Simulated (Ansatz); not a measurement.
# Si: the cost of one run

Computed with Ansatz 0.2.0 (DFT PBE, scalar-relativistic, plane waves, PAW, unless a step's input says otherwise).

5 further runs of the same task are left out: 1 that didn't finish, 4 set aside as unsound or not needed.

**1. Starting point**

The structure is cubic, space group Fd-3m (No. 227). The conventional cell has a = 5.470 Å, b = 5.470 Å, c = 5.470 Å, α = 90.00°, β = 90.00°, γ = 90.00°. Si (site symmetry -43m) has 4 Si at 2.37 Å as nearest neighbours.

Coordinates:

```
CELL_PARAMETERS angstrom
0.00000 -2.73488 -2.73488
-2.73488 0.00000 -2.73488
2.73488 2.73488 -5.46976
ATOMIC_POSITIONS crystal
Si 0.75000 0.75000 0.75000
Si 0.25000 0.25000 0.25000
Si 0.37500 0.37500 0.87500
Si 0.87500 0.87500 0.37500
```

It is built from the cell relaxed beforehand with the same method (20.46 Å³/atom).

**2. The reference cell**

The cell is repeated 2 times, 4 atoms in all. The reference gives a free energy of -2543.2406 eV, pressure 0.02 GPa, largest force 0.000 eV/Å and gap on the mesh 0.63 eV. It was computed beforehand with the settings of the runs below.

**3. Setting up freezing in a mode**

Mode 7 of the phonon run on this cell, counted from the lowest, is frozen in: each atom moves by x times its row below, so x is the largest displacement.

```
atom      ux      uy      uz
 Si1   0.577   0.577  -0.577
 Si2  -0.577  -0.577   0.577
 Si3   0.577   0.577  -0.577
 Si4  -0.577  -0.577   0.577
```

**4. Point x = -0.200 Å**

The input, input.yaml:

```yaml
crystal:
  lattice:
    - [0.0, -2.7348811941, -2.7348811941]
    - [-2.7348811941, 0.0, -2.7348811941]
    - [2.7348811941, 2.7348811941, -5.4697623882]
  atoms:
    - { symbol: Si, position: [0.7605553347, 0.7605553347, 0.7183340759] }
    - { symbol: Si, position: [0.2394446653, 0.2394446653, 0.2816659241] }
    - { symbol: Si, position: [0.3855553347, 0.3855553347, 0.8433340759] }
    - { symbol: Si, position: [0.8644446653, 0.8644446653, 0.4066659241] }
basis:
  ecutwfc: 420
kpoints:
  mp_grid: { grid: [12, 12, 8] }
hamiltonian:
  xc: pbe
scf:
  occupations: { method: gaussian, width: 0.05 }
output:
  forces: true
  stress: true
  eigenvalues: true
```

The run is started by

```
$ ansatz run input.yaml --threads 2 --pin off --max-ram 5120MiB --backend cpu --events-out ev --progress --plain --runs-dir out
```

What time and memory should one allow on 2 threads of Intel Xeon at 2.70GHz, shared host?

About 10 s, with a peak of 0.57 GiB.
